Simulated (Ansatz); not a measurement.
**TiC (Fm-3m), symmetry broken, then relaxed**

All numbers below come from DFT PBE, scalar-relativistic, plane waves, PAW in Ansatz 0.2.0. Settings: plane waves to 420 eV, k-mesh 14×14×14 (Γ-centred), Gaussian smearing 0.15 eV. No spin polarisation. Energies are free energies at this smearing, counted from the undisturbed cell; pressure is positive in compression.

Zero of the scan (relaxed at this level):

```
CELL_PARAMETERS angstrom
0.00000 2.16646 2.16646
2.16646 0.00000 2.16646
2.16646 2.16646 0.00000
ATOMIC_POSITIONS crystal
Ti 0.00000 0.00000 0.00000
C 0.50000 0.50000 0.50000
```

The atoms are displaced (Å, in the unstrained cell):

```csv
atom,ux,uy,uz
Ti1,0.010,0.010,0.006
C2,-0.010,-0.010,-0.006
```

Cell and atoms are then relaxed.

Does the relaxation return to the undisturbed structure?

Yes (up to a choice of domain or origin): same space group and volume, and an energy 0.0 meV/atom from it. The disturbance itself cost 2.1 meV/atom. The final space group reads Fm-3m (tolerance 0.05 Å) and the volume changes by 0.00 %.

Final structure:

```yaml
crystal:
  lattice:
    - [-0.00003, 2.16648, 2.16648]
    - [2.16648, -0.00003, 2.16648]
    - [2.16648, 2.16648, -0.00002]
  atoms:
    - { symbol: Ti, position: [0.00000, 0.00000, 0.00000] }
    - { symbol: C, position: [0.50000, 0.50000, 0.50000] }
```

The relaxation, step by step (energy from the first step; small jumps at an unchanged geometry come where the plane waves are selected anew for the new cell):

```csv
step,ΔE (meV/atom),largest force component (eV/Å),pressure (GPa)
1,0.0,0.184,0.11
2,-1.3,0.116,0.05
3,-2.1,0.000,-0.02
4,-2.1,0.000,-0.02
5,-2.1,0.000,0.00
6,-2.1,0.000,0.00
```